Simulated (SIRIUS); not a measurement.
# C (Fd-3m) in SIRIUS: equation of state, part 2 of 2

SIRIUS 7.12.0. The steps go on from the part before.

## 4. Equation of state, PBEsol, 5.56 Å³/atom (volume scaled by 0.98)

sirius.json reads:

```json
{
  "control": {
    "processing_unit": "cpu",
    "std_evp_solver_name": "lapack",
    "gen_evp_solver_name": "lapack",
    "verbosity": 2,
    "print_forces": false,
    "ortho_rf": true,
    "use_second_variation": true,
    "rmt_max": 3.0,
    "num_bands_to_print": 11,
    "save_wf": true
  },
  "parameters": {
    "electronic_structure_method": "full_potential_lapwlo",
    "xc_functionals": ["XC_GGA_X_PBE_SOL", "XC_GGA_C_PBE_SOL"],
    "core_relativity": "dirac",
    "valence_relativity": "iora",
    "num_fv_states": 11,
    "smearing": "fermi_dirac",
    "smearing_width": 0.0018374661,
    "pw_cutoff": 25,
    "gk_cutoff": 4.86,
    "lmax_apw": 10,
    "lmax_rho": 8,
    "lmax_pot": 8,
    "num_mag_dims": 0,
    "auto_rmt": 0,
    "ngridk": [13, 13, 13],
    "shiftk": [0, 0, 0],
    "num_dft_iter": 80,
    "energy_tol": 1e-07,
    "density_tol": 1e-05,
    "use_symmetry": true
  },
  "settings": {"tol_ne": 1e-10},
  "iterative_solver": {"type": "exact"},
  "mixer": {"type": "anderson", "beta": 0.5, "max_history": 8},
  "unit_cell": {
    "lattice_vectors": [[0.0, 3.3474622049, 3.3474622049], [3.3474622049, 0.0, 3.3474622049], [3.3474622049, 3.3474622049, 0.0]],
    "atom_types": ["C"],
    "atom_files": {"C": "C.json"},
    "atoms": {"C": [[0.75, 0.75, 0.75], [0.5, 0.5, 0.5]]}
  }
}
```

C.json reads:

```json
{
  "name": "carbon",
  "symbol": "C",
  "number": 6,
  "mass": 12.0107,
  "rmin": 1e-06,
  "rmt": 1.4,
  "nrmt": 800,
  "rinf": 14.98,
  "core": "1s",
  "valence": [
    {"basis": [{"enu": 0.25, "dme": 0, "n": 0, "auto": 0}, {"enu": 0.25, "dme": 1, "n": 0, "auto": 0}]},
    {"l": 0, "n": 1, "basis": [{"enu": 0.249, "dme": 0, "n": 0, "auto": 0}]},
    {"l": 1, "n": 2, "basis": [{"enu": 0.35, "dme": 0, "n": 0, "auto": 0}]},
    {"l": 2, "n": 3, "basis": [{"enu": 0.35, "dme": 0, "n": 0, "auto": 0}]},
    {"l": 3, "n": 4, "basis": [{"enu": 0.35, "dme": 0, "n": 0, "auto": 0}]}
  ],
  "lo": [
    {"l": 0, "basis": [{"enu": 0.249, "dme": 0, "n": 0, "auto": 0}, {"enu": 0.249, "dme": 1, "n": 0, "auto": 0}]},
    {"l": 0, "basis": [{"enu": 0.249, "dme": 1, "n": 0, "auto": 0}, {"enu": 0.249, "dme": 2, "n": 0, "auto": 0}]},
    {
      "l": 0,
      "basis": [{"enu": 0.249, "dme": 0, "n": 0, "auto": 0}, {"enu": 6.3714, "dme": 0, "n": 0, "auto": 0}]
    },
    {"l": 1, "basis": [{"enu": 0.35, "dme": 0, "n": 0, "auto": 0}, {"enu": 0.35, "dme": 1, "n": 0, "auto": 0}]},
    {"l": 1, "basis": [{"enu": 0.35, "dme": 1, "n": 0, "auto": 0}, {"enu": 0.35, "dme": 2, "n": 0, "auto": 0}]},
    {"l": 1, "basis": [{"enu": 0.35, "dme": 0, "n": 0, "auto": 0}, {"enu": 7.3908, "dme": 0, "n": 0, "auto": 0}]},
    {"l": 2, "basis": [{"enu": 0.35, "dme": 0, "n": 0, "auto": 0}, {"enu": 0.35, "dme": 1, "n": 0, "auto": 0}]},
    {"l": 2, "basis": [{"enu": 0.35, "dme": 1, "n": 0, "auto": 0}, {"enu": 0.35, "dme": 2, "n": 0, "auto": 0}]},
    {"l": 2, "basis": [{"enu": 0.35, "dme": 0, "n": 0, "auto": 0}, {"enu": 8.3092, "dme": 0, "n": 0, "auto": 0}]},
    {"l": 3, "basis": [{"enu": 0.35, "dme": 0, "n": 0, "auto": 0}, {"enu": 0.35, "dme": 1, "n": 0, "auto": 0}]}
  ],
  "free_atom": [... radial grid and density of the free atom, the start of the SCF ...]
}
```

sirius_start.json reads:

```json
{
  "control": {
    "processing_unit": "cpu",
    "std_evp_solver_name": "lapack",
    "gen_evp_solver_name": "lapack",
    "verbosity": 1,
    "print_forces": false,
    "ortho_rf": true,
    "use_second_variation": true,
    "rmt_max": 3.0,
    "num_bands_to_print": 11,
    "save_wf": false
  },
  "parameters": {
    "electronic_structure_method": "full_potential_lapwlo",
    "xc_functionals": ["XC_LDA_X", "XC_LDA_C_PW"],
    "core_relativity": "dirac",
    "valence_relativity": "iora",
    "num_fv_states": 11,
    "smearing": "fermi_dirac",
    "smearing_width": 0.0055123983,
    "pw_cutoff": 25,
    "gk_cutoff": 3.89,
    "lmax_apw": 10,
    "lmax_rho": 8,
    "lmax_pot": 8,
    "num_mag_dims": 0,
    "auto_rmt": 0,
    "ngridk": [5, 5, 5],
    "shiftk": [0, 0, 0],
    "num_dft_iter": 30,
    "energy_tol": 0.01,
    "density_tol": 0.05,
    "use_symmetry": true
  },
  "settings": {"tol_ne": 1e-10},
  "iterative_solver": {"type": "exact"},
  "mixer": {"type": "anderson", "beta": 0.5, "max_history": 8},
  "unit_cell": {
    "lattice_vectors": [[0.0, 3.3474622049, 3.3474622049], [3.3474622049, 0.0, 3.3474622049], [3.3474622049, 3.3474622049, 0.0]],
    "atom_types": ["C"],
    "atom_files": {"C": "C.json"},
    "atoms": {"C": [[0.75, 0.75, 0.75], [0.5, 0.5, 0.5]]}
  }
}
```

Launch:

```bash
$ OMP_NUM_THREADS=1 sirius.scf --input=sirius_start.json --output=start.json
$ OMP_NUM_THREADS=1 sirius.scf --input=sirius.json --output=output.json --task=1
```

Run time: 26 s. Hardware: 1 thread of Arm Neoverse V1, shared host; peak memory 0.39 GiB.

The run converged. Its results:

```yaml
Free_energy: -2065.1770 eV
Band_gap_on_the_k_mesh: 4.06 eV, indirect (least direct gap 5.60 eV)
All_electrons_inside_the_program's_atomic_spheres: C 4.29 (radii C 1.4 bohr)
```

Caveat: an odd mesh through Γ misses points on the zone boundary, where band edges often lie.

## 5. Equation of state, PBEsol, 5.79 Å³/atom (volume scaled by 1.02)

Changes to sirius.json since step 4:

```diff
@@ -39,3 +39,3 @@
   "unit_cell": {
-    "lattice_vectors": [[0.0, 3.3474622049, 3.3474622049], [3.3474622049, 0.0, 3.3474622049], [3.3474622049, 3.3474622049, 0.0]],
+    "lattice_vectors": [[0.0, 3.3923999456, 3.3923999456], [3.3923999456, 0.0, 3.3923999456], [3.3923999456, 3.3923999456, 0.0]],
     "atom_types": ["C"],
```

C.json reads:

```json
{
  "name": "carbon",
  "symbol": "C",
  "number": 6,
  "mass": 12.0107,
  "rmin": 1e-06,
  "rmt": 1.4,
  "nrmt": 800,
  "rinf": 14.98,
  "core": "1s",
  "valence": [
    {"basis": [{"enu": 0.23, "dme": 0, "n": 0, "auto": 0}, {"enu": 0.23, "dme": 1, "n": 0, "auto": 0}]},
    {"l": 0, "n": 1, "basis": [{"enu": 0.229, "dme": 0, "n": 0, "auto": 0}]},
    {"l": 1, "n": 2, "basis": [{"enu": 0.33, "dme": 0, "n": 0, "auto": 0}]},
    {"l": 2, "n": 3, "basis": [{"enu": 0.33, "dme": 0, "n": 0, "auto": 0}]},
    {"l": 3, "n": 4, "basis": [{"enu": 0.33, "dme": 0, "n": 0, "auto": 0}]}
  ],
  "lo": [
    {"l": 0, "basis": [{"enu": 0.229, "dme": 0, "n": 0, "auto": 0}, {"enu": 0.229, "dme": 1, "n": 0, "auto": 0}]},
    {"l": 0, "basis": [{"enu": 0.229, "dme": 1, "n": 0, "auto": 0}, {"enu": 0.229, "dme": 2, "n": 0, "auto": 0}]},
    {
      "l": 0,
      "basis": [{"enu": 0.229, "dme": 0, "n": 0, "auto": 0}, {"enu": 6.3514, "dme": 0, "n": 0, "auto": 0}]
    },
    {"l": 1, "basis": [{"enu": 0.33, "dme": 0, "n": 0, "auto": 0}, {"enu": 0.33, "dme": 1, "n": 0, "auto": 0}]},
    {"l": 1, "basis": [{"enu": 0.33, "dme": 1, "n": 0, "auto": 0}, {"enu": 0.33, "dme": 2, "n": 0, "auto": 0}]},
    {"l": 1, "basis": [{"enu": 0.33, "dme": 0, "n": 0, "auto": 0}, {"enu": 7.3708, "dme": 0, "n": 0, "auto": 0}]},
    {"l": 2, "basis": [{"enu": 0.33, "dme": 0, "n": 0, "auto": 0}, {"enu": 0.33, "dme": 1, "n": 0, "auto": 0}]},
    {"l": 2, "basis": [{"enu": 0.33, "dme": 1, "n": 0, "auto": 0}, {"enu": 0.33, "dme": 2, "n": 0, "auto": 0}]},
    {"l": 2, "basis": [{"enu": 0.33, "dme": 0, "n": 0, "auto": 0}, {"enu": 8.2892, "dme": 0, "n": 0, "auto": 0}]},
    {"l": 3, "basis": [{"enu": 0.33, "dme": 0, "n": 0, "auto": 0}, {"enu": 0.33, "dme": 1, "n": 0, "auto": 0}]}
  ],
  "free_atom": [... radial grid and density of the free atom, the start of the SCF ...]
}
```

Changes to sirius_start.json since step 4:

```diff
@@ -39,3 +39,3 @@
   "unit_cell": {
-    "lattice_vectors": [[0.0, 3.3474622049, 3.3474622049], [3.3474622049, 0.0, 3.3474622049], [3.3474622049, 3.3474622049, 0.0]],
+    "lattice_vectors": [[0.0, 3.3923999456, 3.3923999456], [3.3923999456, 0.0, 3.3923999456], [3.3923999456, 3.3923999456, 0.0]],
     "atom_types": ["C"],
```

Launch:

```bash
$ OMP_NUM_THREADS=1 sirius.scf --input=sirius_start.json --output=start.json
$ OMP_NUM_THREADS=1 sirius.scf --input=sirius.json --output=output.json --task=1
```

Run time: 27 s. Hardware: 1 thread of Arm Neoverse V1, shared host; peak memory 0.4 GiB.

The run converged. Its results:

| Item | Value |
| --- | --- |
| Free energy | -2065.1636 eV |
| Band gap on the k mesh | 3.97 eV, indirect (least direct gap 5.49 eV) |
| All electrons inside the program's atomic spheres | C 4.24 (radii C 1.4 bohr) |

Caveat: an odd mesh through Γ misses points on the zone boundary, where band edges often lie.

## 6. Equation of state, PBEsol, 5.90 Å³/atom (volume scaled by 1.04)

Changes to sirius.json since step 5:

```diff
@@ -39,3 +39,3 @@
   "unit_cell": {
-    "lattice_vectors": [[0.0, 3.3923999456, 3.3923999456], [3.3923999456, 0.0, 3.3923999456], [3.3923999456, 3.3923999456, 0.0]],
+    "lattice_vectors": [[0.0, 3.4144291341, 3.4144291341], [3.4144291341, 0.0, 3.4144291341], [3.4144291341, 3.4144291341, 0.0]],
     "atom_types": ["C"],
```

C.json reads:

```json
{
  "name": "carbon",
  "symbol": "C",
  "number": 6,
  "mass": 12.0107,
  "rmin": 1e-06,
  "rmt": 1.4,
  "nrmt": 800,
  "rinf": 14.98,
  "core": "1s",
  "valence": [
    {"basis": [{"enu": 0.22, "dme": 0, "n": 0, "auto": 0}, {"enu": 0.22, "dme": 1, "n": 0, "auto": 0}]},
    {"l": 0, "n": 1, "basis": [{"enu": 0.219, "dme": 0, "n": 0, "auto": 0}]},
    {"l": 1, "n": 2, "basis": [{"enu": 0.32, "dme": 0, "n": 0, "auto": 0}]},
    {"l": 2, "n": 3, "basis": [{"enu": 0.32, "dme": 0, "n": 0, "auto": 0}]},
    {"l": 3, "n": 4, "basis": [{"enu": 0.32, "dme": 0, "n": 0, "auto": 0}]}
  ],
  "lo": [
    {"l": 0, "basis": [{"enu": 0.219, "dme": 0, "n": 0, "auto": 0}, {"enu": 0.219, "dme": 1, "n": 0, "auto": 0}]},
    {"l": 0, "basis": [{"enu": 0.219, "dme": 1, "n": 0, "auto": 0}, {"enu": 0.219, "dme": 2, "n": 0, "auto": 0}]},
    {
      "l": 0,
      "basis": [{"enu": 0.219, "dme": 0, "n": 0, "auto": 0}, {"enu": 6.3414, "dme": 0, "n": 0, "auto": 0}]
    },
    {"l": 1, "basis": [{"enu": 0.32, "dme": 0, "n": 0, "auto": 0}, {"enu": 0.32, "dme": 1, "n": 0, "auto": 0}]},
    {"l": 1, "basis": [{"enu": 0.32, "dme": 1, "n": 0, "auto": 0}, {"enu": 0.32, "dme": 2, "n": 0, "auto": 0}]},
    {"l": 1, "basis": [{"enu": 0.32, "dme": 0, "n": 0, "auto": 0}, {"enu": 7.3608, "dme": 0, "n": 0, "auto": 0}]},
    {"l": 2, "basis": [{"enu": 0.32, "dme": 0, "n": 0, "auto": 0}, {"enu": 0.32, "dme": 1, "n": 0, "auto": 0}]},
    {"l": 2, "basis": [{"enu": 0.32, "dme": 1, "n": 0, "auto": 0}, {"enu": 0.32, "dme": 2, "n": 0, "auto": 0}]},
    {"l": 2, "basis": [{"enu": 0.32, "dme": 0, "n": 0, "auto": 0}, {"enu": 8.2792, "dme": 0, "n": 0, "auto": 0}]},
    {"l": 3, "basis": [{"enu": 0.32, "dme": 0, "n": 0, "auto": 0}, {"enu": 0.32, "dme": 1, "n": 0, "auto": 0}]}
  ],
  "free_atom": [... radial grid and density of the free atom, the start of the SCF ...]
}
```

Changes to sirius_start.json since step 5:

```diff
@@ -39,3 +39,3 @@
   "unit_cell": {
-    "lattice_vectors": [[0.0, 3.3923999456, 3.3923999456], [3.3923999456, 0.0, 3.3923999456], [3.3923999456, 3.3923999456, 0.0]],
+    "lattice_vectors": [[0.0, 3.4144291341, 3.4144291341], [3.4144291341, 0.0, 3.4144291341], [3.4144291341, 3.4144291341, 0.0]],
     "atom_types": ["C"],
```

Potentials or basis: all-electron FP-LAPW, apw+lo standard.

Launch:

```bash
$ OMP_NUM_THREADS=1 sirius.scf --input=sirius_start.json --output=start.json
$ OMP_NUM_THREADS=1 sirius.scf --input=sirius.json --output=output.json --task=1
```

Wall time 28 s (1 thread of Arm Neoverse V1, shared host); peak memory 0.4 GiB.

The run converged. Its results:

```
Free energy                                       : -2065.1397 eV
Band gap on the k mesh                            : 3.93 eV, indirect (least direct gap 5.44 eV)
All electrons inside the program's atomic spheres : C 4.22 (radii C 1.4 bohr)
```

Caveat: an odd mesh through Γ misses points on the zone boundary, where band edges often lie.

## 7. Equation of state, PBEsol, 6.01 Å³/atom (volume scaled by 1.06)

Changes to sirius.json since step 6:

```diff
@@ -39,3 +39,3 @@
   "unit_cell": {
-    "lattice_vectors": [[0.0, 3.4144291341, 3.4144291341], [3.4144291341, 0.0, 3.4144291341], [3.4144291341, 3.4144291341, 0.0]],
+    "lattice_vectors": [[0.0, 3.4361776767, 3.4361776767], [3.4361776767, 0.0, 3.4361776767], [3.4361776767, 3.4361776767, 0.0]],
     "atom_types": ["C"],
```

C.json reads:

```json
{
  "name": "carbon",
  "symbol": "C",
  "number": 6,
  "mass": 12.0107,
  "rmin": 1e-06,
  "rmt": 1.4,
  "nrmt": 800,
  "rinf": 14.98,
  "core": "1s",
  "valence": [
    {"basis": [{"enu": 0.21, "dme": 0, "n": 0, "auto": 0}, {"enu": 0.21, "dme": 1, "n": 0, "auto": 0}]},
    {"l": 0, "n": 1, "basis": [{"enu": 0.209, "dme": 0, "n": 0, "auto": 0}]},
    {"l": 1, "n": 2, "basis": [{"enu": 0.31, "dme": 0, "n": 0, "auto": 0}]},
    {"l": 2, "n": 3, "basis": [{"enu": 0.31, "dme": 0, "n": 0, "auto": 0}]},
    {"l": 3, "n": 4, "basis": [{"enu": 0.31, "dme": 0, "n": 0, "auto": 0}]}
  ],
  "lo": [
    {"l": 0, "basis": [{"enu": 0.209, "dme": 0, "n": 0, "auto": 0}, {"enu": 0.209, "dme": 1, "n": 0, "auto": 0}]},
    {"l": 0, "basis": [{"enu": 0.209, "dme": 1, "n": 0, "auto": 0}, {"enu": 0.209, "dme": 2, "n": 0, "auto": 0}]},
    {
      "l": 0,
      "basis": [{"enu": 0.209, "dme": 0, "n": 0, "auto": 0}, {"enu": 6.3314, "dme": 0, "n": 0, "auto": 0}]
    },
    {"l": 1, "basis": [{"enu": 0.31, "dme": 0, "n": 0, "auto": 0}, {"enu": 0.31, "dme": 1, "n": 0, "auto": 0}]},
    {"l": 1, "basis": [{"enu": 0.31, "dme": 1, "n": 0, "auto": 0}, {"enu": 0.31, "dme": 2, "n": 0, "auto": 0}]},
    {"l": 1, "basis": [{"enu": 0.31, "dme": 0, "n": 0, "auto": 0}, {"enu": 7.3508, "dme": 0, "n": 0, "auto": 0}]},
    {"l": 2, "basis": [{"enu": 0.31, "dme": 0, "n": 0, "auto": 0}, {"enu": 0.31, "dme": 1, "n": 0, "auto": 0}]},
    {"l": 2, "basis": [{"enu": 0.31, "dme": 1, "n": 0, "auto": 0}, {"enu": 0.31, "dme": 2, "n": 0, "auto": 0}]},
    {"l": 2, "basis": [{"enu": 0.31, "dme": 0, "n": 0, "auto": 0}, {"enu": 8.2692, "dme": 0, "n": 0, "auto": 0}]},
    {"l": 3, "basis": [{"enu": 0.31, "dme": 0, "n": 0, "auto": 0}, {"enu": 0.31, "dme": 1, "n": 0, "auto": 0}]}
  ],
  "free_atom": [... radial grid and density of the free atom, the start of the SCF ...]
}
```

Changes to sirius_start.json since step 6:

```diff
@@ -39,3 +39,3 @@
   "unit_cell": {
-    "lattice_vectors": [[0.0, 3.4144291341, 3.4144291341], [3.4144291341, 0.0, 3.4144291341], [3.4144291341, 3.4144291341, 0.0]],
+    "lattice_vectors": [[0.0, 3.4361776767, 3.4361776767], [3.4361776767, 0.0, 3.4361776767], [3.4361776767, 3.4361776767, 0.0]],
     "atom_types": ["C"],
```

Launch:

```bash
$ OMP_NUM_THREADS=1 sirius.scf --input=sirius_start.json --output=start.json
$ OMP_NUM_THREADS=1 sirius.scf --input=sirius.json --output=output.json --task=1
```

It took 28 s on 1 thread of Arm Neoverse V1, shared host; peak memory 0.41 GiB.

Results (log left out):

| Quantity | Value |
| --- | --- |
| Free energy | -2065.1055 eV |
| Band gap on the k mesh | 3.89 eV, indirect (least direct gap 5.39 eV) |
| All electrons inside the program's atomic spheres | C 4.20 (radii C 1.4 bohr) |

Caveat: an odd mesh through Γ misses points on the zone boundary, where band edges often lie.

## 8. Equation of state, PBEsol

Potentials or basis: all-electron FP-LAPW, apw+lo standard.

No new run: the results of the series are fitted here.

Results:

| Property | Result |
| --- | --- |
| Equilibrium volume | 5.61 Å³/atom |
| Bulk modulus | 451 GPa |
| Pressure derivative of the bulk modulus | 3.7 |

Energy against volume, from the lowest point:
```csv
volume (Å³/atom),energy (meV/atom)
5.332,20.47
5.445,6.53
5.558,0.00
5.672,0.36
5.785,6.71
5.899,18.66
6.012,35.79
```

## 9. Against experiment

Step 8. Measured bulk modulus of C: 444.8 GPa (quoted in “Equation of state of cubic boron nitride at high pressures and temperatures”, 2007, arxiv:cond-mat/0702656). This calculation gives 451 GPa (+1.5 %). 3 values of this kind are on record (442 to 444.8 GPa); this one was drawn at random among those near their median, those with a stated uncertainty first. The fit is for a static lattice scaled at fixed shape and fixed fractional positions. The cell as given is a measured one (5.67 Å³/atom); PBEsol puts the equilibrium volume -1.1 % from it, thermal expansion not counted.
